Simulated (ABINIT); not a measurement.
# SnO (P4/nmm) in ABINIT: settings compared

Aim: see how the results for SnO move with the level of theory and the settings. Levels: PBE, PBEsol. Tasks: effective masses, one-shot levels of the hybrid HSE06, optical spectrum, positron lifetime.

Program: ABINIT 10.8.3 (patched build). These are calculated values, not measurements. Logs are shortened: lines on timing, memory, paths and dates and some standing lists are left out, and cuts for length are marked. The log counts tension as positive stress, the text compression.

### 1 The crystal as given

It takes space group P4/nmm (No. 129, tetragonal). Conventional cell: a = 3.814 Å, b = 3.814 Å, c = 4.887 Å, α = 90.00°, β = 90.00°, γ = 90.00°. Sn (site symmetry 4mm) is surrounded by 4 O at 2.23 Å. Around O (site symmetry -4m2) lie 4 Sn at 2.23 Å.

The cell is a database's computed one.

### 2 Effective masses, PBE

Input file run.abi:

```
# Datasets
ndtset 3

# Pseudopotentials
pp_dirpath "./"
pseudos "Sn.upf, O.upf"

# Structure
acell 3.81369522 3.81369522 4.8869133 Angstrom
rprim
     1.0000000000     0.0000000000     0.0000000000
     0.0000000000     1.0000000000     0.0000000000
     0.0000000000     0.0000000000     1.0000000000
ntypat 2
znucl 50 8
natom 4
typat 1 1 2 2
xred
            1/2            0.0   0.7646261400
            0.0            1/2   0.2353738600
            0.0            0.0            0.0
            1/2            1/2            0.0

# Plane-wave basis
ecut 35.0

# Exchange and correlation
ixc 11

# Bands and occupations
occopt 1

# SCF cycle
nstep 80
diemac 6.0

# Output
iomode 3
prteig 0
prtebands 0

# Dataset 1: ground state
kptopt1 1
ngkpt1 5 5 4
nshiftk1 1
shiftk1 0.0 0.0 0.0
nband1 20
tolvrs1 1.0e-14
prtden1 1
prtwf1 0

# Datasets 2 and 3: the band edges
kptopt2 0
nkpt2 2
kpt2
  0.0 0.0 0.0
  0.4000000000 0.4000000000 0.0
istwfk2 2*1
nband2 26
getden2 1
kptopt3 0
nkpt3 2
kpt3
  0.0 0.0 0.0
  0.4000000000 0.4000000000 0.0
istwfk3 2*1
nband3 26
getden3 1

# Dataset 2: bands at fixed density
iscf2 -2
nbdbuf2 2
tolwfr2 1.0e-20
nstep2 200

# Dataset 3: effective masses
iscf3 -3
getwfk3 2
rfelfd3 2
rfdir3 1 1 1
nqpt3 1
qpt3 0.0 0.0 0.0
tolwfr3 1.0e-20
nbdbuf3 2
nstep3 200
efmas3 1
efmas_bands3 20 20 21 21
efmas_calc_dirs3 1
efmas_n_dirs3 5
efmas_dirs3
  1 0 0
  0 1 0
  0 0 1
  1 1 0
  1 1 1
efmas_ntheta3 60
prtwf3 0
prtden3 0
prtpot3 0
```

Potentials or basis: PseudoDojo NC SR PBE v0.4.1 standard.

On the command line:

```bash
abinit run.abi > log 2>&1
```

run.abo:

```text
.Version 10.8.3 of ABINIT
 DATASET    1 : space group P4/n m m (#129); Bravais tP (primitive tetrag.)
================================================================================
 Values of the parameters that define the memory need for DATASET  1.
     intxc =       0    ionmov =       0      iscf =       7    lmnmax =       6
     lnmax =       6     mgfft =      50  mpssoang =       3    mqgrid =    3001
     natom =       4  nloc_mem =       1    nspden =       1   nspinor =       1
    nsppol =       1      nsym =      16    n1xccc =    2501    ntypat =       2
    occopt =       1   xclevel =       2
       mpw =        4775          nfft =       80000          nkpt =          18
================================================================================
================================================================================

 DATASET    2 : space group P4/n m m (#129); Bravais tP (primitive tetrag.)
================================================================================
 Values of the parameters that define the memory need for DATASET  2.
     intxc =       0    ionmov =       0      iscf =      -2    lmnmax =       6
     lnmax =       6     mgfft =      50  mpssoang =       3    mqgrid =    3001
     natom =       4  nloc_mem =       1    nspden =       1   nspinor =       1
    nsppol =       1      nsym =      16    n1xccc =    2501    ntypat =       2
    occopt =       1   xclevel =       2
       mpw =        4805          nfft =       80000          nkpt =           2
================================================================================
================================================================================

 DATASET    3 : space group P4/n m m (#129); Bravais tP (primitive tetrag.)
================================================================================
 Values of the parameters that define the memory need for DATASET  3 (RF).
     intxc =       0      iscf =      -3    lmnmax =      18     lnmax =       6
     mgfft =      50  mpssoang =       3    mqgrid =    3001     natom =       4
  nloc_mem =       1    nspden =       1   nspinor =       1    nsppol =       1
      nsym =      16    n1xccc =    2501    ntypat =       2    occopt =       1
   xclevel =       2
      nfft =       80000          nkpt =           2
================================================================================
================================================================================

--------------------------------------------------------------------------------
------------- Echo of variables that govern the present computation ------------
--------------------------------------------------------------------------------
 -outvars: echo values of preprocessed input variables --------
            acell      7.2068394935E+00  7.2068394935E+00  9.2349277381E+00 Bohr
              amu      1.18710000E+02  1.59994000E+01
[... 630 lines left out ...]
     *** SADDLE POINT: TRANSPORT EQV. EFF. MASS NOT DEFINED (see WARNING above) ***
 Angular average effective mass 1/(<1/m>)=  -2.9253082001
 Angular average effective mass for Frohlich model (<m**0.5>)**2=  -5.8079526920
 Effective masses along directions: (cart. coord. / red. coord. -> eff. mass)
    1:   1.000000  0.000000  0.000000 /   1.000000  0.000000  0.000000 ->   6.1059884544
    2:   0.000000  1.000000  0.000000 /   0.000000  1.000000  0.000000 ->   6.1059884618
    3:   0.000000  0.000000  1.000000 /   0.000000  0.000000  1.000000 ->  -0.7390544581
    4:   0.707107  0.707107  0.000000 /   0.707107  0.707107  0.000000 ->   6.1059884580
    5:   0.577350  0.577350  0.577350 /   0.523997  0.523997  0.671456 ->  -2.9253082000

 K-point ( 0.400, 0.400, 0.000) | band =    21
 Effective mass tensor:
              0.5939525380              0.4240227910             -0.0000252894
              0.4240227910              0.5939524234             -0.0000112317
             -0.0000252894             -0.0000112317              0.4914081642
 Effective mass tensor eigenvalues:
              0.1699296894              0.4914081632              1.0179752730
 Angular average effective mass 1/(<1/m>)=   0.3369992409
 Angular average effective mass for Frohlich model (<m**0.5>)**2=   0.3951983942
 Effective masses along directions: (cart. coord. / red. coord. -> eff. mass)
    1:   1.000000  0.000000  0.000000 /   1.000000  0.000000  0.000000 ->   0.2912425556
    2:   0.000000  1.000000  0.000000 /   0.000000  1.000000  0.000000 ->   0.2912424999
    3:   0.000000  0.000000  1.000000 /   0.000000  0.000000  1.000000 ->   0.4914081629
    4:   0.707107  0.707107  0.000000 /   0.707107  0.707107  0.000000 ->   1.0179752703
    5:   0.577350  0.577350  0.577350 /   0.523997  0.523997  0.671456 ->   0.7500377805

 END OF EFFECTIVE MASSES SECTION

================================================================================

 ---- first-order wavefunction calculations are completed ----

 Total localisation tensor (bohr^2) in cartesian coordinates
  WARNING : still subject to testing - especially symmetries.
      direction              matrix element
   alpha     beta       real part   imaginary part
     1        1       1.4236701357   -0.0000000000
     1        2       0.0000000000    0.0000000000
     1        3       0.0000000000    0.0000000000
     2        1       0.0000000000    0.0000000000
     2        2       1.4236909492    0.0000000000
     2        3       0.0000000000    0.0000000000
     3        1       0.0000000000    0.0000000000
     3        2       0.0000000000    0.0000000000
     3        3       1.0222170885    0.0000000000

 respfn : d/dk was computed, but no 2DTE, so no DDB output.

== END DATASET(S) ==============================================================
================================================================================

 -outvars: echo values of variables after computation  --------
            acell      7.2068394935E+00  7.2068394935E+00  9.2349277381E+00 Bohr
           etotal1    -1.9071083134E+02
           etotal3    -3.6816446226E+01
            fcart1    -5.4730017640E-32 -4.1047513230E-32 -8.6719752478E-03
                      -5.4730017640E-32 -4.1047513230E-32  8.6719752478E-03
                      -2.7365008820E-31  4.5152264553E-31 -4.3368086899E-19
                       3.8311012348E-31 -3.6942761907E-31 -4.3368086899E-19
           strten1    -1.2794819015E-04 -1.2794819015E-04 -8.7372188637E-05
                       0.0000000000E+00  0.0000000000E+00  0.0000000000E+00
           xangst      1.9068476100E+00  0.0000000000E+00  3.7366616531E+00
                       0.0000000000E+00  1.9068476100E+00  1.1502516469E+00
                       0.0000000000E+00  0.0000000000E+00  0.0000000000E+00
                       1.9068476100E+00  1.9068476100E+00  0.0000000000E+00
             xred      5.0000000000E-01  0.0000000000E+00  7.6462614000E-01
                       0.0000000000E+00  5.0000000000E-01  2.3537386000E-01
                       0.0000000000E+00  0.0000000000E+00  0.0000000000E+00
                       5.0000000000E-01  5.0000000000E-01  0.0000000000E+00
 Calculation completed.
```

It took 1.9 min on 1 thread of Arm Neoverse V2, shared host; peak memory 0.48 GiB.

Results:

```yaml
Free_energy: -5189.5061 eV
Largest_force: 0.446 eV/Å
```

Forces on the atoms (eV/Å):
```
Sn   0.000  0.000 -0.446
Sn   0.000  0.000  0.446
O    0.000  0.000  0.000
O    0.000  0.000  0.000
```

Effective masses (electron masses):
```
           k point  band   state  eigenvalues of the tensor        along 100, 010, 001, 110, 111
(0.00, 0.00, 0.00)    20  filled                          -  6.106, 6.106, -0.739, 6.106, -2.925
(0.40, 0.40, 0.00)    21   empty        0.170, 0.491, 1.018    0.291, 0.291, 0.491, 1.018, 0.750
```

Caveat: the masses are taken at a mesh point that needn't be the band's extremum.

### 3 One-shot levels of the hybrid HSE06, PBE

Input file run.abi:

```
# Datasets
ndtset 3

# Pseudopotentials
pp_dirpath "./"
pseudos "Sn.upf, O.upf"

# Structure
acell 3.81369522 3.81369522 4.8869133 Angstrom
rprim
     1.0000000000     0.0000000000     0.0000000000
     0.0000000000     1.0000000000     0.0000000000
     0.0000000000     0.0000000000     1.0000000000
ntypat 2
znucl 50 8
natom 4
typat 1 1 2 2
xred
            1/2            0.0   0.7646261400
            0.0            1/2   0.2353738600
            0.0            0.0            0.0
            1/2            1/2            0.0

# Plane-wave basis
ecut 42.0

# k points
kptopt 1
ngkpt 4 4 4
nshiftk 1
shiftk 0.0 0.0 0.0
istwfk *1

# Exchange and correlation
ixc 11

# Bands and occupations
occopt 1

# SCF cycle
nstep 80
diemac 6.0

# Output
iomode 3
prteig 0
prtebands 0

# Dataset 1: ground state
nband1 20
tolvrs1 1.0e-12
prtden1 1
prtwf1 0

# Dataset 2: empty bands at fixed density
iscf2 -2
getden2 1
nband2 32
nbdbuf2 4
tolwfr2 1.0e-12
nstep2 120
prtden2 0

# Dataset 3: self-energy
optdriver3 4
getwfk3 2
nband3 28
ecutsigx3 42.0
ecutwfn3 42.0
symsigma3 1
gwcalctyp3 15
ixc_sigma3 -428
getden3 1
fftgw3 01
gw_qprange3 -24
```

Potentials or basis: PseudoDojo NC SR PBE v0.4.1 standard.

On the command line:

```bash
abinit run.abi > log 2>&1
```

run.abo:

```text
.Version 10.8.3 of ABINIT
 DATASET    1 : space group P4/n m m (#129); Bravais tP (primitive tetrag.)
================================================================================
 Values of the parameters that define the memory need for DATASET  1.
     intxc =       0    ionmov =       0      iscf =       7    lmnmax =       6
     lnmax =       6     mgfft =      54  mpssoang =       3    mqgrid =    3001
     natom =       4  nloc_mem =       1    nspden =       1   nspinor =       1
    nsppol =       1      nsym =      16    n1xccc =    2501    ntypat =       2
    occopt =       1   xclevel =       2
       mpw =        6266          nfft =      109350          nkpt =          18
================================================================================
================================================================================
[... 13 lines left out ...]
 DATASET    3 : space group P4/n m m (#129); Bravais tP (primitive tetrag.)
================================================================================
 Values of the parameters that define the memory need for DATASET  3.
     intxc =       0    ionmov =       0      iscf =       7    lmnmax =       6
     lnmax =       6     mgfft =      54  mpssoang =       3    mqgrid =    3001
     natom =       4  nloc_mem =       1    nspden =       1   nspinor =       1
    nsppol =       1      nsym =      16    n1xccc =    2501    ntypat =       2
    occopt =       1   xclevel =       2
       mpw =        6266          nfft =      109350          nkpt =          18
================================================================================
================================================================================

--------------------------------------------------------------------------------
------------- Echo of variables that govern the present computation ------------
--------------------------------------------------------------------------------
 -outvars: echo values of preprocessed input variables --------
            acell      7.2068394935E+00  7.2068394935E+00  9.2349277381E+00 Bohr
              amu      1.18710000E+02  1.59994000E+01
           diemac      6.00000000E+00
             ecut      4.20000000E+01 Hartree
         ecutsigx1     0.00000000E+00 Hartree
[... 512 lines left out ...]
Delta_QP_KS:    0.514
data: !SigmaeeData |
     Band     E_DFT   <VxcDFT>   E(N-1)  <Hhartree>   SigX  SigC[E(N-1)]    Z     dSigC/dE  Sig[E(N)]  DeltaE  E(N)_pert E(N)_diago
        1   -16.398   -23.753   -16.398   -11.229    -6.173     0.000     1.000     0.000    -6.173    -1.004   -17.402   -17.411
        2   -15.984   -24.591   -15.984   -10.610    -6.098     0.000     1.000     0.000    -6.098    -0.724   -16.708   -17.402
        3   -15.984   -24.591   -15.984   -10.610    -6.098     0.000     1.000     0.000    -6.098    -0.724   -16.708   -16.708
        4   -15.972   -24.651   -15.972   -10.582    -6.046     0.000     1.000     0.000    -6.046    -0.656   -16.628   -16.708
        5   -15.937   -24.597   -15.937   -10.561    -6.089     0.000     1.000     0.000    -6.089    -0.713   -16.650   -16.650
        6   -15.934   -24.692   -15.934   -10.535    -6.004     0.000     1.000     0.000    -6.004    -0.604   -16.538   -16.628
[... 683 lines left out ...]
       27    15.600   -10.336    15.600    17.398    -1.291     0.000     1.000     0.000    -1.291     0.506    16.107    16.107
       28    15.600   -10.336    15.600    17.398    -1.291     0.000     1.000     0.000    -1.291     0.506    16.107    16.107
...

 New Fermi energy :        2.035049E-01 Ha ,    5.537650E+00 eV
 New Exchange energy :    -4.088829E+00 Ha ,   -1.112627E+02 eV

 === QP Band Gaps ===
  >>>> For spin  1
   Minimum direct gap =   2.5802 [eV], located at k-point      :   0.0000  0.0000  0.0000
   Fundamental gap    =   0.5326 [eV], Top of valence bands at :   0.0000  0.0000  0.0000
                                       Bottom of conduction at :   0.5000  0.5000  0.0000

 writing QP data on file : runo_DS3_QPS

 Convergence of QP corrections
 >>>>> For spin  1 <<<<<

== END DATASET(S) ==============================================================
================================================================================

 -outvars: echo values of variables after computation  --------
            acell      7.2068394935E+00  7.2068394935E+00  9.2349277381E+00 Bohr
           etotal1    -1.9071165734E+02
           etotal3     0.0000000000E+00
            fcart1    -2.1892007056E-31 -1.5050754851E-31 -8.7625569307E-03
                       6.5676021169E-31  7.2517273374E-31  8.7625569307E-03
                      -2.1892007056E-31 -4.2415763671E-31 -4.1909898226E-31
                      -2.1892007056E-31 -1.5050754851E-31 -8.8090868882E-32
            fcart3     0.0000000000E+00  0.0000000000E+00  0.0000000000E+00
                       0.0000000000E+00  0.0000000000E+00  0.0000000000E+00
                       0.0000000000E+00  0.0000000000E+00  0.0000000000E+00
                       0.0000000000E+00  0.0000000000E+00  0.0000000000E+00
           strten1    -1.5621342905E-04 -1.5621342905E-04 -1.1410857677E-04
                       0.0000000000E+00  0.0000000000E+00  0.0000000000E+00
           strten3     0.0000000000E+00  0.0000000000E+00  0.0000000000E+00
                       0.0000000000E+00  0.0000000000E+00  0.0000000000E+00
           xangst      1.9068476100E+00  0.0000000000E+00  3.7366616531E+00
                       0.0000000000E+00  1.9068476100E+00  1.1502516469E+00
                       0.0000000000E+00  0.0000000000E+00  0.0000000000E+00
                       1.9068476100E+00  1.9068476100E+00  0.0000000000E+00
             xred      5.0000000000E-01  0.0000000000E+00  7.6462614000E-01
                       0.0000000000E+00  5.0000000000E-01  2.3537386000E-01
                       0.0000000000E+00  0.0000000000E+00  0.0000000000E+00
                       5.0000000000E-01  5.0000000000E-01  0.0000000000E+00
 Calculation completed.
```

Wall time 10 min (1 thread of Arm Neoverse V2, shared host); peak memory 1.1 GiB.

What came out:

```yaml
Band_gap_on_the_k_mesh: 0.15 eV, indirect (least direct gap 2.02 eV)
Band_gap_of_the_one-shot_hybrid: 0.53 eV
Direct_band_gap_of_the_one-shot_hybrid: 2.58 eV
```

Caveat: Libxc's HSE differs a little from that of other programs; this build's HSE levels may be imprecise; spin-orbit coupling is left out, which moves the levels of the heavy elements. PBE gaps usually lie below the measured ones, often by a third to a half.

(Continued in part 2 of 2.)
